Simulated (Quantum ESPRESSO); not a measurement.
**BN under changes of volume**

One of the cells (5.959 Å³/atom); the others are scaled copies at fixed shape and fractional positions:

```xyz
2
Lattice="0.0000 1.8130 1.8130 1.8130 0.0000 1.8130 1.8130 1.8130 0.0000" Properties=species:S:1:pos:R:3 pbc="T T T"
N     0.9065    0.9065    0.9065
B     0.0000    0.0000    0.0000
```

The cell is a database's computed one.

| Item | Value |
| --- | --- |
| Program | Quantum ESPRESSO 7.5 |
| Functional | rev-vdW-DF2 |
| Potentials or basis | PseudoDojo 0.4.1 SR PBE standard |
| Cutoff | 1143 eV |
| Density cutoff | 4572 eV |
| k mesh | 13 × 13 × 13 |
| Occupations | fermi-dirac, width 0.05 eV |
| Spin | no spin polarisation |

| volume (Å³/atom) | energy over the lowest point (meV/atom) | pressure (GPa) | gap on the mesh (eV) |
| --- | --- | --- | --- |
| 5.602 | 24.91 | 24.6 | 4.69 |
| 5.721 | 10.17 | 15.2 | 4.66 |
| 5.840 | 2.07 | 6.7 | 4.63 |
| 5.959 | 0.00 | -1.0 | 4.60 |
| 6.078 | ? | ? | ? |
| 6.198 | 11.87 | -14.5 | 4.55 |
| 6.317 | 24.86 | -20.3 | 4.52 |

Question: What does the run at 6.078 Å³/atom give?

Answer: Energy over the lowest point 3.43 meV/atom; pressure -8.1 GPa; gap on the mesh 4.58 eV.

Worked out: A Birch-Murnaghan fit of order 3 (a polynomial in V^(-2/3)) to the other rows has its minimum at 5.94 Å³/atom with B0 = V·E''(V) = 373 GPa and B' = 3.7. It gives 3.39 meV/atom at 6.078 Å³/atom, against the run's 3.43, and -dE/dV = -8.0 GPa, against -8.1. A straight line through the other rows of the gap, of slope -1.4 eV per unit of ln V, gives 4.57 eV, against the run's 4.58.

Energies are extrapolated to zero smearing.

Caveats: the potentials were made for another functional, which shifts forces and pressure; an odd mesh through Γ misses points on the zone boundary, where band edges often lie.
